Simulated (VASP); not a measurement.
Input of a VASP 6.6.1 run:

The input INCAR:

```
SYSTEM = GaN
  PREC = Accurate
  ENCUT = 520
  EDIFF = 1E-6
  ISMEAR = 0
  SIGMA = 0.03
  LREAL = .False.
  LASPH = .True.
  NELM = 80
  ALGO = Normal
  ISIF = 2
  LWAVE = .False.
  LCHARG = .False.
  LDIPOL = .True.
  IDIPOL = 3
  DIPOL = 0.5 0.5 0.500
  GGA = PS
  IBRION = 2
  NSW = 80
  EDIFFG = -0.02
  KPAR = 4
```

KPOINTS

```
regular mesh
0
Gamma
  8 5 1
  0 0 0
```

Contents of POSCAR:

```
GaN
1.0
    3.1802300300      0.0000000000      0.0000000000
    0.0000000000      5.1832170000      0.0000000000
    0.0000000000      0.0000000000     18.6722151400
Ga N
4 4
Direct
    0.9999994900      0.0007600000      0.4016663200
    0.5000004900      0.5007600000      0.4508332400
    0.4999994800      0.0007600000      0.5491667600
    0.0000004800      0.5007600000      0.5983336800
    0.9999994900      0.6242400000      0.4016663200
    0.5000004900      0.1242400000      0.4508332400
    0.4999994800      0.6242400000      0.5491667600
    0.0000004800      0.1242400000      0.5983336800
```

Potentials or basis: VASP PAW PBE potentials, release 64 (Ga_d, N).

Command:

```sh
$ cat potpaw_PBE.64/Ga_d/POTCAR potpaw_PBE.64/N/POTCAR > POTCAR
$ mpirun -np 4 vasp_std > vasp.out
```

Problem. What does it give for the energy gained by relaxing?

Solution. 150.9 meV/atom.

Problem. Predict the band gap on the k mesh.

Solution. 1.93 eV, indirect (least direct gap 1.99 eV).

Step by step:
```
step  energy change (eV)  largest force (eV/Å)  pressure (GPa)
   1              0.0000                2.5122           -1.82
   2             -0.8686                1.3078           -0.52
   3             -0.9432                1.4712            0.25
   4             -1.0845                0.6509            0.73
   5             -1.0847                0.6307            0.71
   6             -1.1443                0.4243            1.23
   7             -1.1497                0.4966            1.44
   8             -1.1811                0.3336            1.76
   9             -1.1840                0.3363            1.89
  10             -1.1978                0.1849            1.85
  11             -1.1980                0.2012            1.84
  12             -1.2009                0.2224            1.79
  13             -1.2014                0.1534            1.80
  14             -1.2042                0.0948            1.67
  15             -1.2044                0.1107            1.62
  16             -1.2061                0.0499            1.49
  17             -1.2062                0.0599            1.45
  18             -1.2068                0.0336            1.43
  19             -1.2068                0.0394            1.42
  20             -1.2070                0.0442            1.40
  21             -1.2070                0.0237            1.41
  22             -1.2071                0.0174            1.41
```

Caveat: the PAW data sets were made with another functional, which shifts forces and pressure a little. A hybrid or GW would open this gap; PBEsol tends to underestimate it.
